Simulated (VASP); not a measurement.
# InSe (Pm-3m) in VASP: settings compared

One crystal, InSe, is run at these levels: r2SCAN, TPSS; tasks: relaxation of cell and atoms.

All numbers are computed with VASP 6.6.1; they aren't measurements. Logs are shortened: lines on timing, memory, paths and dates and some standing lists are left out, and cuts for length are marked.

### 1 The crystal as given

The structure is cubic, space group Pm-3m (No. 221). The conventional cell has a = 3.632 Å, b = 3.632 Å, c = 3.632 Å, α = 90.00°, β = 90.00°, γ = 90.00°. In (site symmetry m-3m) is surrounded by 8 Se at 3.15 Å. Around Se (site symmetry m-3m) lie 8 In at 3.15 Å.

The cell was built by a generator and needn't be a form met in nature.

### 2 Relaxation of cell and atoms, r2SCAN

INCAR reads:

```
SYSTEM = InSe
PREC = Accurate
ENCUT = 600
EDIFF = 1E-6
ISMEAR = 0
SIGMA = 0.05
LREAL = .FALSE.
LASPH = .TRUE.
NELM = 100
ALGO = Normal
ISIF = 3
LWAVE = .FALSE.
LCHARG = .FALSE.
METAGGA = R2SCAN
LMIXTAU = .TRUE.
IBRION = 2
NSW = 60
EDIFFG = -0.02
```

KPOINTS reads:

```
Automatic mesh
0
G
  7 7 7
  0 0 0
```

POSCAR reads:

```
InSe
1.0
    3.6320400000      0.0000000000      0.0000000000
    0.0000000000      3.6320400000      0.0000000000
    0.0000000000      0.0000000000      3.6320400000
In Se
1 1
Direct
    0.5000000000      0.5000000000      0.5000000000
    0.0000000000      0.0000000000      0.0000000000
```

Potentials or basis: VASP PAW PBE potentials, release 64 (In_d, Se).

Command:

```console
$ cat potpaw_PBE.64/In_d/POTCAR potpaw_PBE.64/Se/POTCAR > POTCAR
$ mpirun -np 1 vasp_std > vasp.out
```

OUTCAR:

```text
SYSTEM = InSe
   PREC = Accurate
   ENCUT = 600
   EDIFF = 1E-6
   ISMEAR = 0
   LREAL = .FALSE.
   LASPH = .TRUE.
   NELM = 100
   ISIF = 3
   METAGGA = R2SCAN
   IBRION = 2
   NSW = 60
   EDIFFG = -0.02

 ion  position               nearest neighbor table
   1  0.500  0.500  0.500-   2 3.15   2 3.15   2 3.15   2 3.15   2 3.15   2 3.15   2 3.15   2 3.15

   2  0.000  0.000  0.000-   1 3.15   1 3.15   1 3.15   1 3.15   1 3.15   1 3.15   1 3.15   1 3.15

  LATTYP: Found a simple cubic cell.
 ALAT       =     3.6320400000

  Lattice vectors:

 A1 = (   3.6320400000,   0.0000000000,   0.0000000000)
 A2 = (   0.0000000000,   3.6320400000,   0.0000000000)
 A3 = (   0.0000000000,   0.0000000000,   3.6320400000)

Analysis of symmetry for initial positions (statically):
=====================================================================
 Subroutine PRICEL returns:
 Original cell was already a primitive cell.

 Routine SETGRP: Setting up the symmetry group for a
 simple cubic supercell.

 Subroutine GETGRP returns: Found 48 space group operations
 (whereof 48 operations were pure point group operations)
 out of a pool of 48 trial point group operations.

The static configuration has the point symmetry O_h .

Analysis of symmetry for dynamics (positions and initial velocities):
=====================================================================
 Subroutine PRICEL returns:
 Original cell was already a primitive cell.

 Routine SETGRP: Setting up the symmetry group for a
 simple cubic supercell.

 Subroutine GETGRP returns: Found 48 space group operations
 (whereof 48 operations were pure point group operations)
 out of a pool of 48 trial point group operations.

The dynamic configuration has the point symmetry O_h .

 Subroutine INISYM returns: Found 48 space group operations
 (whereof 48 operations are pure point group operations),
 and found     1 'primitive' translations

----------------------------------------------------------------------------------------

                                     Primitive cell

  volume of cell :      47.9128

  direct lattice vectors                    reciprocal lattice vectors
     3.632040000  0.000000000  0.000000000     0.275327364  0.000000000  0.000000000
     0.000000000  3.632040000  0.000000000     0.000000000  0.275327364  0.000000000
     0.000000000  0.000000000  3.632040000     0.000000000  0.000000000  0.275327364

  length of vectors
     3.632040000  3.632040000  3.632040000     0.275327364  0.275327364  0.275327364

  position of ions in fractional coordinates (direct lattice)
     0.500000000  0.500000000  0.500000000
[... 72 lines left out ...]
   NELM   =    100;   NELMIN=  2; NELMDL= -5     # of ELM steps
   EDIFF  = 0.1E-05   stopping-criterion for ELM
   LREAL  =      F    real-space projection
   EDIFFG = -.2E-01   stopping-criterion for IOM
   NSW    =     60    number of steps for IOM
   IBRION =      2    ionic relax: 0-MD 1-quasi-New 2-CG
   NFREE  =      1    steps in history (QN), initial steepest desc. (CG)
   ISIF   =      3    stress and relaxation
   ISYM   =      2    0-nonsym 1-usesym 2-fastsym
   POTIM  = 0.5000    time-step for ionic-motion
   TEBEG  =    0.0;   TEEND  =   0.0 temperature during run
   PSTRESS=    0.0 pullay stress
   NELECT =      19.0000    total number of electrons
   NUPDOWN=      -1.0000    fix difference up-down
   EMIN   =  10.00;   EMAX   =-10.00  energy-range for DOS
   EFERMI =   0.00;   METHOD = LEGACY
   ISMEAR =     0;   SIGMA  =   0.05  broadening in eV -4-tet -1-fermi 0-gaus
   EFERMI_NEDOS =   21; number of points for ismear=-14 and -15
   IALGO  =     38    algorithm
   IMIX   =      4    mixing-type and parameters
     AMIX     =   0.40;   BMIX     =  1.00
     AMIX_MAG =   1.60;   BMIX_MAG =  1.00
  volume/ion in A,a.u.               =      23.96       161.67
  Fermi-wavevector in a.u.,A,eV,Ry     =   1.202750  2.272868 19.682295  1.446608
  Thomas-Fermi vector in A             =   2.338523
   LORBIT       =      0    0 simple, 1 ext, 2 COOP (PROOUT), +10 PAW based schemes
   METAGGA = R2SCAN    functional components
   LHFCALC =     F    Hartree Fock is set to
   AEXX    =    0.0000 exact exchange contribution
   IVDW    =     0    specifies the selected vdW correction
   LEPSILON=     F    determine dielectric tensor
   LRPA    =     F    only Hartree local field effects (RPA)
 conjugate gradient relaxation of ions
 non-spin polarized calculation
 Gauss-broadening in eV      SIGMA  =   0.05
  energy-cutoff  :      600.00
  volume of cell :       47.91
 maximum number of plane-waves:      1614
 NGX is ok and might be reduce to    30
   NGX = 15   NGY = 15   NGZ = 15

--------------------------------------- Ionic step        1  -------------------------------------------

 number of electron      18.9999994 magnetization

 Free energy of the ion-electron system (eV)
  ---------------------------------------------------
  ext. energy  EPLUGINS =         0.00000000
  ---------------------------------------------------
  free energy    TOTEN  =       -37.40357476 eV

  energy without entropy =      -37.40338393  energy(sigma->0) =      -37.40347934

------------------------ aborting loop because EDIFF is reached ----------------------------------------

  FORCE on cell =-STRESS in cart. coord.  units (eV):
  Direction    XX          YY          ZZ          XY          YZ          ZX
  --------------------------------------------------------------------------------------
  -------------------------------------------------------------------------------------
  Total       -0.4883612     -0.4883612     -0.4883612      0.0000000      0.0000000     -0.0000000
  in kB      -16.3305149    -16.3305149    -16.3305149      0.0000000      0.0000000     -0.0000000
  external PRESSURE =     -16.3305149 kB  Pullay stress =       0.0000000 kB
[... 59 lines left out ...]
--------------------------------------- Ionic step        3  -------------------------------------------

 number of electron      19.0000001 magnetization

 Free energy of the ion-electron system (eV)
  ---------------------------------------------------
  ext. energy  EPLUGINS =         0.00000000
  ---------------------------------------------------
  free energy    TOTEN  =       -37.41091259 eV

  energy without entropy =      -37.41072290  energy(sigma->0) =      -37.41081774

 E-fermi :   6.1602     XC(G=0): -10.8810

 val. band max:        5.9684850187   @ k =   0.4286   0.4286   0.0000
 cond. band min:       6.2091011262   @ k =   0.2857   0.0000   0.0000
 fundamental gap:      0.2406161075
 Fermi energy:         6.1602018743

 k-point     1 :       0.0000    0.0000    0.0000
  band No.  band energies     occupation
      1      -8.9422      2.00000
      2      -8.9422      2.00000
      3      -8.7559      2.00000
      4      -8.7559      2.00000
      5      -8.7559      2.00000
      6      -8.1372      2.00000
      7       2.8522      2.00000
      8       4.4627      2.00000
      9       4.4627      2.00000
     10       4.4627      2.00000
     11      11.8266      0.00000
     12      11.8266      0.00000
     13      15.1674      0.00000
[... 331 lines left out ...]
  FREE ENERGIE OF THE ION-ELECTRON SYSTEM (eV)
  ---------------------------------------------------
  free  energy   TOTEN  =       -37.4109125870 eV

  energy  without entropy=      -37.4107228983  energy(sigma->0) =      -37.41081774

 reached required accuracy - stopping structural energy minimisation
```

OSZICAR:

```text
N       E                     dE             d eps       ncg     rms          rms(c)
DAV:   1     0.879124831707E+02    0.87912E+02   -0.10231E+04   520   0.190E+03
DAV:   2    -0.314204423889E+02   -0.11933E+03   -0.11688E+03   535   0.367E+02
DAV:   3    -0.408980456687E+02   -0.94776E+01   -0.92034E+01   655   0.968E+01
[... 33 lines left out ...]
DAV:   4    -0.374108622205E+02   -0.28842E-04   -0.60521E-04   525   0.314E-01    0.463E-02
DAV:   5    -0.374109147555E+02   -0.52535E-04   -0.88466E-05   525   0.134E-01    0.323E-02
DAV:   6    -0.374108633594E+02    0.51396E-04   -0.82424E-05   520   0.119E-01    0.213E-02
DAV:   7    -0.374109127712E+02   -0.49412E-04   -0.40090E-05   520   0.811E-02    0.641E-03
DAV:   8    -0.374109125870E+02    0.18418E-06   -0.71420E-07   358   0.107E-02
   3 F= -.37410913E+02 E0= -.37410818E+02  d E =-.733783E-02
```

Wall time 3.2 min (1 thread of Intel Xeon Platinum 8488C (Sapphire Rapids), shared host); peak memory 0.19 GiB.

What came out:

- Free energy: -37.4109 eV
- Relaxed volume: 23.26 Å³/atom
- Relaxed cell: a = 3.596 Å, b = 3.596 Å, c = 3.596 Å, α = 90.00°, β = 90.00°, γ = 90.00°
- Space group after relaxing (to 0.05 Å): Pm-3m (No. 221)
- Energy gained by relaxing: 3.7 meV/atom
- Ionic steps: 3
- Pressure after relaxing: 0.0 GPa
- Band gap on the k mesh: none (metal or under the smearing width)

Step by step:
```tsv
step	energy change (eV)	largest force (eV/Å)	pressure (GPa)	volume (Å³)
1	0.0000	0.0000	-1.63	47.91
2	-0.0071	0.0000	0.35	46.24
3	-0.0073	0.0000	0.00	46.51
```

Final structure:
```yaml
crystal:
  lattice:
    - [3.59625, 0.00000, 0.00000]
    - [0.00000, 3.59625, 0.00000]
    - [0.00000, 0.00000, 3.59625]
  atoms:
    - { symbol: In, position: [0.50000, 0.50000, 0.50000] }
    - { symbol: Se, position: [0.00000, 0.00000, 0.00000] }
```

Caveat: the PAW data sets were made with another functional, which shifts forces and pressure a little.

### 3 Relaxation of cell and atoms, TPSS

INCAR reads:

```
SYSTEM = InSe
PREC = Accurate ; ENCUT = 600
EDIFF = 1E-6 ; ISMEAR = 0
SIGMA = 0.05 ; LREAL = .FALSE.
LASPH = .TRUE. ; NELM = 100
ALGO = Normal ; ISIF = 3
LWAVE = .FALSE. ; LCHARG = .FALSE.
METAGGA = TPSS ; LMIXTAU = .TRUE.
IBRION = 2 ; NSW = 40
EDIFFG = -0.005
```

KPOINTS is that of step 2.

POSCAR is that of step 2.

Potentials or basis: VASP PAW PBE potentials, release 64 (In_d, Se).

Command:

```console
$ cat potpaw_PBE.64/In_d/POTCAR potpaw_PBE.64/Se/POTCAR > POTCAR
$ mpirun -np 1 vasp_std > vasp.out
```

OUTCAR:

```text
SYSTEM = InSe
   PREC = Accurate
   ENCUT = 600
   EDIFF = 1E-6
   ISMEAR = 0
   LREAL = .FALSE.
   LASPH = .TRUE.
   NELM = 100
   ISIF = 3
   METAGGA = TPSS
   IBRION = 2
   NSW = 40
   EDIFFG = -0.005

 ion  position               nearest neighbor table
   1  0.500  0.500  0.500-   2 3.15   2 3.15   2 3.15   2 3.15   2 3.15   2 3.15   2 3.15   2 3.15

   2  0.000  0.000  0.000-   1 3.15   1 3.15   1 3.15   1 3.15   1 3.15   1 3.15   1 3.15   1 3.15

  LATTYP: Found a simple cubic cell.
 ALAT       =     3.6320400000

  Lattice vectors:

 A1 = (   3.6320400000,   0.0000000000,   0.0000000000)
 A2 = (   0.0000000000,   3.6320400000,   0.0000000000)
 A3 = (   0.0000000000,   0.0000000000,   3.6320400000)

Analysis of symmetry for initial positions (statically):
=====================================================================
 Subroutine PRICEL returns:
 Original cell was already a primitive cell.

 Routine SETGRP: Setting up the symmetry group for a
 simple cubic supercell.

[... 154 lines left out ...]

 number of electron      18.9999994 magnetization

 Free energy of the ion-electron system (eV)
  ---------------------------------------------------
  ext. energy  EPLUGINS =         0.00000000
  ---------------------------------------------------
  free energy    TOTEN  =       -23.02662290 eV

  energy without entropy =      -23.02555364  energy(sigma->0) =      -23.02608827

------------------------ aborting loop because EDIFF is reached ----------------------------------------

  FORCE on cell =-STRESS in cart. coord.  units (eV):
  Direction    XX          YY          ZZ          XY          YZ          ZX
  --------------------------------------------------------------------------------------
  -------------------------------------------------------------------------------------
  Total       -0.4629815     -0.4629815     -0.4629815     -0.0000000     -0.0000000      0.0000000
  in kB      -15.4818312    -15.4818312    -15.4818312     -0.0000000     -0.0000000      0.0000000
  external PRESSURE =     -15.4818312 kB  Pullay stress =       0.0000000 kB
[... 59 lines left out ...]
--------------------------------------- Ionic step        3  -------------------------------------------

 number of electron      19.0000001 magnetization

 Free energy of the ion-electron system (eV)
  ---------------------------------------------------
  ext. energy  EPLUGINS =         0.00000000
  ---------------------------------------------------
  free energy    TOTEN  =       -23.03339116 eV

  energy without entropy =      -23.03212942  energy(sigma->0) =      -23.03276029

 E-fermi :   6.1120     XC(G=0): -10.6235

 val. band max:        6.0998231017   @ k =   0.4286   0.4286   0.0000
 cond. band min:       6.3105651197   @ k =   0.1429   0.1429   0.0000
 fundamental gap:      0.2107420181
 Fermi energy:         6.1120039978

 k-point     1 :       0.0000    0.0000    0.0000
  band No.  band energies     occupation
      1      -8.3044      2.00000
      2      -8.3044      2.00000
      3      -8.1097      2.00000
      4      -8.1097      2.00000
      5      -8.1097      2.00000
      6      -7.7238      2.00000
      7       2.7582      2.00000
      8       4.6380      2.00000
      9       4.6380      2.00000
     10       4.6380      2.00000
     11      11.3632      0.00000
     12      11.3632      0.00000
     13      14.8552      0.00000
[... 331 lines left out ...]
  FREE ENERGIE OF THE ION-ELECTRON SYSTEM (eV)
  ---------------------------------------------------
  free  energy   TOTEN  =       -23.0333911585 eV

  energy  without entropy=      -23.0321294170  energy(sigma->0) =      -23.03276029

 reached required accuracy - stopping structural energy minimisation
```

CONTCAR:

```text
InSe
   1.00000000000000
     3.5973992039362490   -0.0000000000000000    0.0000000000000000
    -0.0000000000000000    3.5973992039362490    0.0000000000000000
    -0.0000000000000000   -0.0000000000000000    3.5973992039362490
  In              Se
     1     1
Direct
     0.5000000000000000    0.5000000000000000    0.5000000000000000
     0.0000000000000000    0.0000000000000000    0.0000000000000000

  0.00000000E+00  0.00000000E+00  0.00000000E+00
  0.00000000E+00  0.00000000E+00  0.00000000E+00
```

Wall time 2.4 min (1 thread of Intel Xeon Platinum 8488C (Sapphire Rapids), shared host); peak memory 0.18 GiB.

What came out:

```yaml
Free_energy: -23.0334 eV
Relaxed_volume: 23.28 Å³/atom
Relaxed_cell: a = 3.597 Å, b = 3.597 Å, c = 3.597 Å, α = 90.00°, β = 90.00°, γ = 90.00°
Space_group_after_relaxing_to_0.05_Å: Pm-3m (No. 221)
Energy_gained_by_relaxing: 3.4 meV/atom
Ionic_steps: 3
Pressure_after_relaxing: 0.0 GPa
Band_gap_on_the_k_mesh: none (metal or under the smearing width)
```

Step by step:
```tsv
step	energy change (eV)	largest force (eV/Å)	pressure (GPa)	volume (Å³)
1	0.0000	0.0000	-1.55	47.91
2	-0.0066	0.0000	0.29	46.33
3	-0.0068	0.0000	0.01	46.55
```

Final structure:
```yaml
crystal:
  lattice:
    - [3.59740, 0.00000, 0.00000]
    - [0.00000, 3.59740, 0.00000]
    - [0.00000, 0.00000, 3.59740]
  atoms:
    - { symbol: In, position: [0.50000, 0.50000, 0.50000] }
    - { symbol: Se, position: [0.00000, 0.00000, 0.00000] }
```

Caveat: the PAW data sets were made with another functional, which shifts forces and pressure a little.

### 4 For comparison

An earlier run on the cell as given: functional PBE; potentials or basis VASP PAW PBE potentials, release 64 (In_d, Se); cutoff 520 eV; k mesh 7 × 7 × 7; occupations fermi-dirac, width 0.05 eV; no spin polarisation.

- Pressure: 0.0 GPa
- Band gap on the k mesh: none (metal or under the smearing width)

### 5 Overview

| task | level | cell | cutoff (eV) | smearing | gap on the mesh (eV) | pressure (GPa) | relaxed volume (Å³/atom) |
| --- | --- | --- | --- | --- | --- | --- | --- |
| relaxation of cell and atoms | r2SCAN | relaxed | 600 | gaussian 0.05 eV | none | 0.0 | 23.26 |
| relaxation of cell and atoms | TPSS | relaxed | 600 | gaussian 0.05 eV | none | 0.0 | 23.28 |
| single point | PBE | as given | 520 | fermi-dirac 0.05 eV | none | 0.0 | - |

Alike in all rows: potentials or basis VASP PAW PBE potentials, release 64 (In_d, Se); no spin polarisation; k mesh 7 × 7 × 7.

Caveats: the PAW data sets were made with another functional, which shifts forces and pressure a little (some runs).

Absolute energies hang on the potentials; compare differences alone.
